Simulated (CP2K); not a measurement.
# HgTe (I-4m2) in CP2K: settings compared, part 3 of 3

CP2K 2026.2. Earlier steps stand in the parts before.

## 6. Relaxation of cell and atoms, PBE+rVV10

Contents of hgte_vcrelax.inp:

```
&GLOBAL
  PROJECT hgte_vcrelax
  RUN_TYPE CELL_OPT
  PRINT_LEVEL LOW
&END GLOBAL
&FORCE_EVAL
  METHOD QS
  STRESS_TENSOR ANALYTICAL
  &DFT
    BASIS_SET_FILE_NAME BASIS_MOLOPT_UZH
    POTENTIAL_FILE_NAME POTENTIAL_UZH
    &MGRID
      CUTOFF 450
      REL_CUTOFF 60
      NGRIDS 5
    &END MGRID
    &QS
      METHOD GPW
      EPS_DEFAULT 1.0E-9
      EXTRAPOLATION USE_PREV_P
    &END QS
    &KPOINTS
      SCHEME MONKHORST-PACK 7 7 7
      GAMMA_CENTERED T
    &END KPOINTS
    &SCF
      SCF_GUESS ATOMIC
      EPS_SCF 1.0E-6
      MAX_SCF 100
      ADDED_MOS 10
      CHOLESKY OFF
      EPS_EIGVAL 1.0E-7
      &DIAGONALIZATION ON
        ALGORITHM STANDARD
      &END DIAGONALIZATION
      &MIXING ON
        METHOD BROYDEN_MIXING
        ALPHA 0.4
        BETA 1.5
        NBUFFER 8
      &END MIXING
      &SMEAR ON
        METHOD FERMI_DIRAC
        ELECTRONIC_TEMPERATURE [K] 580.226
      &END SMEAR
    &END SCF
    &XC
      &XC_FUNCTIONAL PBE
      &END XC_FUNCTIONAL
      &VDW_POTENTIAL
        POTENTIAL_TYPE NON_LOCAL
        &NON_LOCAL
          TYPE RVV10
          PARAMETERS 10.0 0.0093
          KERNEL_FILE_NAME rVV10_kernel_table.dat
          CUTOFF 150
        &END NON_LOCAL
      &END VDW_POTENTIAL
    &END XC
    &PRINT
      &KPOINTS ON
      &END KPOINTS
      &MULLIKEN ON
        &EACH
          CELL_OPT 0
        &END EACH
        ADD_LAST NUMERIC
      &END MULLIKEN
      &MO ON
        ENERGIES T
        OCCUPATION_NUMBERS T
        &EACH
          QS_SCF 0
          CELL_OPT 0
        &END EACH
        ADD_LAST NUMERIC
      &END MO
    &END PRINT
  &END DFT
  &SUBSYS
    &CELL
      A 4.5807373659 0.0000000000 0.0000000000
      B -3.5190045688 2.9325350228 0.0000000000
      C -0.5308663985 -1.4662675114 4.3071330682
      PERIODIC XYZ
    &END CELL
    &COORD
      Hg  2.2903686830 0.0000000000 2.1535665341
      Te  0.0000000000 0.0000000000 0.0000000000
    &END COORD
    &KIND Hg
      BASIS_SET DZVP-MOLOPT-PBE-GTH-q12
      POTENTIAL GTH-PBE-q12
    &END KIND
    &KIND Te
      BASIS_SET DZVP-MOLOPT-PBE-GTH-q6
      POTENTIAL GTH-PBE-q6
    &END KIND
    &PRINT
      &ATOMIC_COORDINATES ON
      &END ATOMIC_COORDINATES
      &CELL ON
      &END CELL
      &SYMMETRY ON
      &END SYMMETRY
    &END PRINT
  &END SUBSYS
  &PRINT
    &FORCES ON
    &END FORCES
    &STRESS_TENSOR ON
    &END STRESS_TENSOR
  &END PRINT
&END FORCE_EVAL
&MOTION
  &CELL_OPT
    OPTIMIZER BFGS
    MAX_ITER 40
    MAX_FORCE [eV*angstrom^-1] 0.05
    RMS_FORCE [eV*angstrom^-1] 0.05
    MAX_DR 1.0E-2
    RMS_DR 1.0E-2
    EXTERNAL_PRESSURE [bar] 0.0
    PRESSURE_TOLERANCE [bar] 500
    KEEP_SPACE_GROUP T
  &END CELL_OPT
  &PRINT
    &TRAJECTORY ON
    &END TRAJECTORY
    &CELL ON
    &END CELL
    &FORCES ON
    &END FORCES
    &STRESS ON
    &END STRESS
    &RESTART OFF
    &END RESTART
    &RESTART_HISTORY OFF
    &END RESTART_HISTORY
  &END PRINT
&END MOTION
```

Potentials or basis: POTENTIAL_UZH Hg GTH-PBE-q12, Te GTH-PBE-q6; DZVP-MOLOPT-PBE-GTH basis.

On the command line:

```sh
$ OMP_NUM_THREADS=1 cp2k.psmp -i hgte_vcrelax.inp -o hgte_vcrelax.out
```

hgte_vcrelax.out:

```text

 CP2K| version string:                                       CP2K version 2026.2
 CP2K| Input file name                                          hgte_vcrelax.inp

 GLOBAL| Force Environment number                                              1
 GLOBAL| Basis set file name                                    BASIS_MOLOPT_UZH
 GLOBAL| Potential file name                                       POTENTIAL_UZH
 GLOBAL| MM Potential file name                                     MM_POTENTIAL
 GLOBAL| Coordinate file name                                      __STD_INPUT__
 GLOBAL| Method name                                                        CP2K
 GLOBAL| Project name                                               hgte_vcrelax
 GLOBAL| Run type                                                       CELL_OPT
 GLOBAL| FFT library                                                       FFTW3
 GLOBAL| Diagonalization library                                       ScaLAPACK
[... 7 lines left out ...]
 GLOBAL| CPU model name                                                  UNKNOWN

 CELL| Volume [angstrom^3]:                                            57.858463
 CELL| Vector a [angstrom]:       4.581     0.000     0.000   |a| =     4.580737
 CELL| Vector b [angstrom]:      -3.519     2.933     0.000   |b| =     4.580737
 CELL| Vector c [angstrom]:      -0.531    -1.466     4.307   |c| =     4.580737
 CELL| Angle (b,c), alpha [degree]:                                    96.655021
 CELL| Angle (a,c), beta  [degree]:                                    96.655021
 CELL| Angle (a,b), gamma [degree]:                                   140.194129
 CELL| Numerically orthorhombic:                                              NO
 CELL| Periodicity                                                           XYZ

 CELL_REF| Volume [angstrom^3]:                                        57.858463
 CELL_REF| Vector a [angstrom     4.581     0.000     0.000   |a| =     4.580737
 CELL_REF| Vector b [angstrom    -3.519     2.933     0.000   |b| =     4.580737
 CELL_REF| Vector c [angstrom    -0.531    -1.466     4.307   |c| =     4.580737
 CELL_REF| Angle (b,c), alpha [degree]:                                96.655021
 CELL_REF| Angle (a,c), beta  [degree]:                                96.655021
 CELL_REF| Angle (a,b), gamma [degree]:                               140.194129
 CELL_REF| Numerically orthorhombic:                                          NO
 CELL_REF| Periodicity                                                       XYZ
[... 10 lines left out ...]

  Total number of            - Atomic kinds:                                   2
                             - Atoms:                                          2
[... 1387 lines left out ...]
 OPT| Decrease in energy                                                     YES
 OPT|
 OPT| Maximum step size                                             0.0096318786
 OPT| Convergence limit for maximum step size                       0.0100000000
 OPT| Maximum step size is converged                                         YES
 OPT|
 OPT| RMS step size                                                 0.0044530983
 OPT| Convergence limit for RMS step size                           0.0100000000
 OPT| RMS step size is converged                                             YES
 OPT|
 OPT| Maximum gradient                                              0.0002135249
 OPT| Convergence limit for maximum gradient                        0.0009723453
 OPT| Maximum gradient is converged                                          YES
 OPT|
 OPT| RMS gradient                                                  0.0000695234
 OPT| Convergence limit for RMS gradient                            0.0009723453
 OPT| RMS gradient is converged                                              YES
 OPT|
 OPT| Pressure deviation [bar]                                    239.3711691002
 OPT| Pressure tolerance [bar]                                    500.0000000000
 OPT| Pressure is converged                                                  YES
 OPT| **************************************************************************

 *******************************************************************************
 ***                    GEOMETRY OPTIMIZATION COMPLETED                      ***
 *******************************************************************************

 write_final_structure: Optimization converged, writing XYZ file gladly:
  hgte_vcrelax-FINAL-1_9.xyz

 write_final_structure: Optimization converged, writing CIF file gladly:
  hgte_vcrelax-FINAL-1_9.cif

 write_final_structure: Done!

                    Reevaluating energy at the minimum

 CELL| Volume [angstrom^3]:                                            57.435950
 CELL| Vector a [angstrom]:       4.583     0.000     0.000   |a| =     4.583066
 CELL| Vector b [angstrom]:      -3.577     2.867     0.000   |b| =     4.583953
 CELL| Vector c [angstrom]:      -0.531    -1.467     4.371   |c| =     4.640901
 CELL| Angle (b,c), alpha [degree]:                                    96.221407
 CELL| Angle (a,c), beta  [degree]:                                    96.571714
 CELL| Angle (a,b), gamma [degree]:                                   141.282352
 CELL| Numerically orthorhombic:                                              NO
 CELL| Periodicity                                                           XYZ
[... 386 lines left out ...]
 MO|     18               0.845086              22.995968               0.000000
 MO|     19               0.999216              27.190055               0.000000
 MO| Sum:                                                              20.000000
 MO| E(Fermi):            0.213148 a.u.          5.800060 eV
 MO| Band gap:            0.031155 a.u.          0.847777 eV

 [... the levels of further k-points ...]

 !-----------------------------------------------------------------------------!
                     Mulliken Population Analysis

 #  Atom  Element  Kind  Atomic population                           Net charge
       1     Hg       1         12.262130                             -0.262130
       2     Te       2          5.737870                              0.262130
 # Total charge                             18.000000                  0.000000

 !-----------------------------------------------------------------------------!

 ENERGY| Total FORCE_EVAL ( QS ) energy [hartree]            -49.250395461052392
```

Wall time 4.1 min (1 thread of Arm Neoverse V1, shared host); peak memory 0.37 GiB.

Results:

| Quantity | Value |
| --- | --- |
| Free energy | -1340.1714 eV |
| Relaxed volume | 28.72 Å³/atom |
| Relaxed cell | a = 4.583 Å, b = 4.584 Å, c = 4.641 Å, α = 96.22°, β = 96.57°, γ = 141.28° |
| Space group after relaxing (to 0.05 Å) | C2 (No. 5) |
| Energy gained by relaxing | 6.6 meV/atom |
| Ionic steps | 11 |
| Pressure after relaxing | 0.0 GPa |
| Band gap on the k mesh | none (metal or under the smearing width) |
| Mulliken charges | Hg -0.26; Te +0.26 e |

Forces in eV/Å, atoms in the order of the input:
```
Hg  -0.002 -0.001  0.000
Te   0.002  0.001  0.000
```

The path:
```
step  energy change (eV)  largest force (eV/Å)  volume (Å³)
   1              0.0000                0.0000        57.86
   2             -0.0009                0.0001        57.80
   3             -0.0097                0.0013        56.26
   4             -0.0107                0.0011        56.67
   5             -0.0108                0.0012        56.62
   6             -0.0111                0.0012        56.58
   7             -0.0115                0.0014        56.62
   8             -0.0123                0.0018        56.85
   9             -0.0129                0.0023        57.22
  10             -0.0131                0.0023        57.44
  11             -0.0131                0.0023        57.44
```

Final structure:
```xyz
2
Lattice="4.5831 0.0000 0.0000 -3.5766 2.8672 0.0000 -0.5311 -1.4666 4.3709" Properties=species:S:1:pos:R:3 pbc="T T T"
Hg    2.2776   -0.0165    2.1855
Te    0.0000    0.0000    0.0000
```

Caveat: Mulliken charges move with the basis; with these potentials and basis sets, volumes of gold and of layered tellurides can stand 1.5 % and more from those of plane-wave programs; the basis of atomic orbitals isn't converged, which shifts pressures, moduli and gaps; pairwise dispersion overbinds metals, which lowers pressure and volume. Spin-orbit coupling is left out, which matters for the levels of Hg, Te.

## 7. The runs side by side

| level | cutoff radius of the dispersion sum (A) | cutoff of the non-local correlation (Ry) | gap on the mesh (eV) | pressure (GPa) | relaxed volume (Å³/atom) |
| --- | --- | --- | --- | --- | --- |
| PBE | - | - | none | 0.0 | 29.36 |
| PBE+D3 | 20 | - | none | 0.0 | 28.32 |
| PBE+D3(BJ) | 20 | - | none | 0.0 | 27.74 |
| PBE+D4 | 20 | - | none | 0.0 | 27.74 |
| PBE+rVV10 | - | 150 Ry | none | 0.0 | 28.72 |

Alike in all rows: task relaxation of cell and atoms; potentials or basis POTENTIAL_UZH Hg GTH-PBE-q12, Te GTH-PBE-q6; DZVP-MOLOPT-PBE-GTH basis; no spin polarisation; cell relaxed; k mesh 7 × 7 × 7; smearing fermi-dirac 0.05 eV.

Caveats: with these potentials and basis sets, volumes of gold and of layered tellurides can stand 1.5 % and more from those of plane-wave programs; the basis of atomic orbitals isn't converged, which shifts pressures, moduli and gaps; pairwise dispersion overbinds metals, which lowers pressure and volume (some runs).

Absolute energies hang on the potentials; compare differences alone.
